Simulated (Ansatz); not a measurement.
# Zn7Se8: the cost of one run

Computed with Ansatz 0.2.0 (DFT PBE, scalar-relativistic, plane waves, PAW, unless a step's input says otherwise).

2 further runs of the same task are left out: 2 set aside as unsound or not needed.

### Step 1. Starting point

The structure is cubic, space group F-43m (No. 216). Conventional cell: a = 5.732 Å, b = 5.732 Å, c = 5.732 Å, α = 90.00°, β = 90.00°, γ = 90.00°. Around Zn (site symmetry -43m) lie 4 Se at 2.48 Å. Se (site symmetry -43m) has 4 Zn at 2.48 Å as nearest neighbours.

As a file:

```cif
data_structure
_symmetry_space_group_name_H-M 'F-43m'
_symmetry_Int_Tables_number 216
_cell_length_a 5.7318
_cell_length_b 5.7318
_cell_length_c 5.7318
_cell_angle_alpha 90.000
_cell_angle_beta 90.000
_cell_angle_gamma 90.000
_cell_volume 188.31
loop_
_atom_site_label
_atom_site_type_symbol
_atom_site_symmetry_multiplicity
_atom_site_Wyckoff_symbol
_atom_site_fract_x
_atom_site_fract_y
_atom_site_fract_z
_atom_site_occupancy
Zn1 Zn 4 a 0.00000 0.00000 0.00000 1
Se1 Se 4 d 0.25000 0.25000 0.75000 1
```

This cell was relaxed beforehand with the same method: volume 23.54 Å³/atom, gap on the mesh 1.15 eV.

Its energy, with the smearing taken to zero, is -8789.5364 eV for the 2-atom cell on a 8×8×8 mesh; differences below count from it.

### Step 2. Next cell: 1 of 8 Zn atoms taken out at random

From a supercell with 8 Zn sites, 1 are emptied at random; the cell stays neutral and all atoms are shaken by 0.02 Å.

The cell holds 7 Zn, 8 Se: a = 8.106 Å, b = 8.106 Å, c = 8.106 Å, α = 60.00°, β = 60.00°, γ = 60.00°.

### Step 3. Relaxation without symmetry, coarse mesh

Cell and atoms move without symmetry, on a coarse mesh with loose thresholds.

Contents of input.yaml:

```yaml
crystal:
  lattice:
    - [0.0, 5.7318402879, -5.7318402879]
    - [-5.7318402879, 0.0, -5.7318402879]
    - [-5.7318402879, 5.7318402879, 0.0]
  atoms:
    - { symbol: Zn, position: [0.5000377209, 0.9999169783, 0.4976112865] }
    - { symbol: Zn, position: [0.9980569717, 0.9979390444, 0.5072330653] }
    - { symbol: Zn, position: [0.4969871655, 0.5006989479, 0.4988034403] }
    - { symbol: Zn, position: [0.0016312656, 0.5027661181, 0.5000824985] }
    - { symbol: Zn, position: [0.4996079198, 0.0053466758, 0.9979959827] }
    - { symbol: Zn, position: [0.5008953016, 0.5008306037, 0.0004042329] }
    - { symbol: Zn, position: [0.9990196583, 0.4999213796, 0.9978974089] }
    - { symbol: Se, position: [0.6290760019, 0.1309340729, 0.1200215276] }
    - { symbol: Se, position: [0.1330302, 0.11854326, 0.1245315303] }
    - { symbol: Se, position: [0.6240870285, 0.6252218439, 0.1253928695] }
    - { symbol: Se, position: [0.1258851612, 0.625670159, 0.1217500124] }
    - { symbol: Se, position: [0.6265730546, 0.1242032024, 0.6239183419] }
    - { symbol: Se, position: [0.1229784668, 0.1234305296, 0.6254547103] }
    - { symbol: Se, position: [0.6246477035, 0.6190013762, 0.627026436] }
    - { symbol: Se, position: [0.1260350415, 0.6207901949, 0.62190186] }
  symmetry: { detect: false }
basis:
  ecutwfc: 420
kpoints:
  mp_grid: { grid: [2, 2, 2], shift: [0.5, 0.5, 0.5] }
hamiltonian:
  xc: pbe
scf:
  occupations: { method: gaussian, width: 0.1 }
  lower_state_search: "off"
output:
  forces: true
  stress: true
  eigenvalues: true
relax:
  adjacent_minimum: "off"
  f_tol: 0.04
  max_steps: 50
  cell: { stress_tol: 0.3 }
```

Command:

```
ansatz run input.yaml --threads 4 --pin off --max-ram 9216MiB --backend cpu --events-out ev --progress --plain --runs-dir out
```

Q: Estimate wall time and peak memory on 4 threads of Intel Xeon Platinum 8488C (Sapphire Rapids), shared host.

About 45 s, with a peak of 1.3 GiB.
